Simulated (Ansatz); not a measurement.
Ta2N in Ansatz: the effect of functional

Crystal: Ta2N.

```xyz
3
Lattice="3.0493 0.0000 0.0000 -1.5247 2.6408 0.0000 0.0000 0.0000 4.7704" Properties=species:S:1:pos:R:3 pbc="T T T"
Ta    0.0000    1.7605    1.2151
Ta    1.5247    0.8803    3.5553
N     0.0000    0.0000    0.0000
```

The cell comes from a database or a generator and needn't be the stable form of this composition.

The cell isn't the ideal one: volume scaled by 0.94.

Alike in all runs:

| Quantity | Value |
| --- | --- |
| Program | Ansatz 0.2.0 |
| Task | single point |
| Potentials or basis | Ansatz PAW |
| k mesh | 10 × 10 × 6 |
| Occupations | fermi-dirac, width 0.05 eV |
| Spin | no spin polarisation |

One run gave: pressure 14.3 GPa; largest force 0.49 eV/Å. Which functional did it use?
A. LDA
B. PBEsol
C. r2SCAN

C.

| functional | cutoff | pressure (GPa) | largest force (eV/Å) |
| --- | --- | --- | --- |
| LDA | 420 eV (not typed: the program's choice for these potentials) | 3.5 | 0.08 |
| PBEsol | 420 eV (not typed: the program's choice for these potentials) | 9.5 | 0.07 |
| r2SCAN | 500 eV (not typed: the program's choice for these potentials) | 14.3 | 0.49 |

Caveats: the PAW data sets come from PBE, with cores solved anew for the run's functional, which leaves a small shift of forces and pressure.
